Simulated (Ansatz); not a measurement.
One change: `OCCO` becomes `OCCC[SiH3]`.

Ansatz, PBE0-D4/def2-TZVP geometries, multiplicity 1. Each molecule was computed in one conformer, which needn't be the lowest.

```json
{"property": "HOMO energy (PBE0/def2-TZVPP) / eV", "`OCCO`": "-7.72"}
{"property": "size of the dipole moment (ωB97M-V/def2-TZVPP) / D", "`OCCO`": "2.30"}
{"property": "size of the dipole moment (B3LYP/def2-TZVPP) / D", "`OCCO`": "2.29"}
{"property": "HOMO energy (B3LYP/def2-TZVPP) / eV", "`OCCO`": "-7.49"}
{"property": "HOMO–LUMO gap (PBE/def2-TZVPP) / eV", "`OCCO`": "5.93"}
{"property": "LUMO energy (PBE/def2-TZVPP) / eV", "`OCCO`": "-0.13"}
```

Task: What does the change do to each property? (Estimate.)

Result: Ansatz gave: 
```csv
property,`OCCC[SiH3]`,shift
HOMO energy (PBE0/def2-TZVPP) / eV,-7.92,-0.20
size of the dipole moment (ωB97M-V/def2-TZVPP) / D,1.36,-0.94
size of the dipole moment (B3LYP/def2-TZVPP) / D,1.35,-0.94
HOMO energy (B3LYP/def2-TZVPP) / eV,-7.69,-0.20
HOMO–LUMO gap (PBE/def2-TZVPP) / eV,6.16,0.23
LUMO energy (PBE/def2-TZVPP) / eV,-0.10,0.03
```

Dipoles are sizes alone; their direction can turn.

B3LYP here is the variant with VWN-RPA as its local correlation; programs differ in this.

Positive LUMOs are unbound, so they and the gaps depend on the basis.
